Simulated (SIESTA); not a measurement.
**Rh under changes of volume**

One of the cells (13.945 Å³/atom); the others are scaled copies at fixed shape and fractional positions:

```
Rh
1.0
     0.00000    1.91042    1.91042
     1.91042    0.00000    1.91042
     1.91042    1.91042    0.00000
Rh
1
Direct
  0.00000 0.00000 0.00000
```

| Property | Result |
| --- | --- |
| Program | SIESTA 5.4.2 |
| Functional | PBEsol |
| Potentials or basis | PseudoDojo 0.4 standard (PBEsol files) |
| Basis | DZP (energy shift 0.003 Ry; two zetas on semicore shells) |
| Grid cutoff | 800 Ry |
| Energy shift | 0.003 Ry |
| k mesh | 12 × 12 × 12 |
| Occupations | fermi-dirac, width 0.05 eV |
| Spin | no spin polarisation |

```tsv
volume (Å³/atom)	energy over the lowest point (meV/atom)	pressure (GPa)
12.851	50.21	21.9
13.125	19.87	13.9
13.398	2.70	6.8
13.945	0.00	-4.5
14.218	12.58	-9.8
14.492	?	?
```

Task: What does the run at 14.492 Å³/atom give?

Result: Energy over the lowest point 33.17 meV/atom; pressure -14.0 GPa.

Worked out: A Birch-Murnaghan fit of order 3 (a polynomial in V^(-2/3)) to the other rows has its minimum at 13.70 Å³/atom with B0 = V·E''(V) = 288 GPa and B' = 5.1. It gives 32.88 meV/atom at 14.492 Å³/atom, against the run's 33.17, and -dE/dV = -14.0 GPa, against -14.0.

Energies are extrapolated to zero smearing.

Caveats: the basis of atomic orbitals isn't converged, which shifts pressures, moduli and gaps.
